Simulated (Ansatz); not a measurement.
# Hf: pressure up to the limit of the methods

An exercise on one series of results from a longer session: the logs are not shown, and one member is left open.

Program: Ansatz 0.2.0. Level of theory: DFT PBE, with the methods named in each step. These are calculated values, not measurements.

## The system as given

Symmetry: I4_1/amd, No. 141, tetragonal system. Conventional cell: a = 5.529 Å, b = 5.529 Å, c = 3.041 Å, α = 90.00°, β = 90.00°, γ = 90.00°. Around Hf (site symmetry -4m2) lie 6 Hf at 2.87 to 3.04 Å.

Structure file:

```cif
data_structure
_symmetry_space_group_name_H-M 'I4_1/amd:1'
_symmetry_Int_Tables_number 141
_cell_length_a 5.5288
_cell_length_b 5.5288
_cell_length_c 3.0408
_cell_angle_alpha 90.000
_cell_angle_beta 90.000
_cell_angle_gamma 90.000
_cell_volume 92.95
loop_
_atom_site_label
_atom_site_type_symbol
_atom_site_symmetry_multiplicity
_atom_site_Wyckoff_symbol
_atom_site_fract_x
_atom_site_fract_y
_atom_site_fract_z
_atom_site_occupancy
Hf1 Hf 4 b 0.00000 0.00000 0.50000 1
```

The file gives the conventional cell by its symmetry; the runs use the cell typed in the input.

Whether this phase is the stable one at these pressures isn't tested.

Atoms are numbered in the order of the input: Hf1, Hf2.

Set-up of the first run:

The input, input.yaml:

```yaml
crystal:
  lattice:
    - [-2.7644004926, 2.7644004926, 1.520420271]
    - [2.7644004926, -2.7644004926, 1.520420271]
    - [2.7644004926, 2.7644004926, -1.520420271]
  atoms:
    - { symbol: Hf, position: [-0.375, -0.125, -0.25] }
    - { symbol: Hf, position: [0.375, 0.125, 0.25] }
kpoints:
  mp_grid: { grid: [14, 14, 14] }
scf:
  occupations: { method: fermi_dirac, width: 0.05 }
hamiltonian:
  xc: pbe
  pseudopotentials: { kind: paw }
output:
  forces: true
  stress: true
relax:
  f_tol: 0.005
  max_steps: 40
  cell: {}
```

On the command line:

```console
$ ansatz run input.yaml --threads 1 --pin off --max-ram 2048MiB --backend cpu --events-out ev --progress --plain --runs-dir out
```

Among the steps run: Cell relaxed at zero pressure, PAW; Volume scaled by 1, PAW; Shape and atoms relaxed at 0.95 of the volume, PAW; Volume scaled by 0.95, PAW; Shape and atoms relaxed at 0.85 of the volume, PAW; Volume scaled by 0.85, PAW; Shape and atoms relaxed at 0.75 of the volume, PAW; Volume scaled by 0.75, PAW; Shape and atoms relaxed at 0.65 of the volume, PAW; Volume scaled by 0.65, PAW; Volume scaled by 0.65, PAW (source ansatz); Shape and atoms relaxed at 0.55 of the volume, PAW; Volume scaled by 0.55, PAW; Shape and atoms relaxed at 0.45 of the volume, PAW; Volume scaled by 0.45, PAW; Shape and atoms relaxed at 0.4 of the volume, PAW; Volume scaled by 0.4, PAW; Volume scaled by 0.4, PAW (source ansatz).

One of the session's tables, all rows but one given; the rest of the session is left out.

| method | volume over the first | volume (Å³/atom) | pressure (GPa) |
| --- | --- | --- | --- |
| PAW | 1 | ? | ? |
| PAW | 0.95 | 22.147 | 4.86 |
| PAW | 0.85 | 19.815 | 18.76 |
| PAW | 0.75 | 17.484 | 41.71 |
| PAW | 0.65 | 15.153 | 81.69 |
| PAW | 0.55 | 12.822 | 158.57 |
| PAW | 0.45 | 10.491 | 324.24 |
| PAW | 0.4 | 9.325 | 482.15 |
| PAW (source ansatz) | 0.65 | 15.153 | 81.95 |
| PAW (source ansatz) | 0.4 | 9.325 | 484.34 |

Q: Estimate the row for PAW, 1 from the others.

The run gave: volume (Å³/atom): 23.312; pressure (GPa): 0.04. In the column «volume (Å³/atom)» it is the highest.
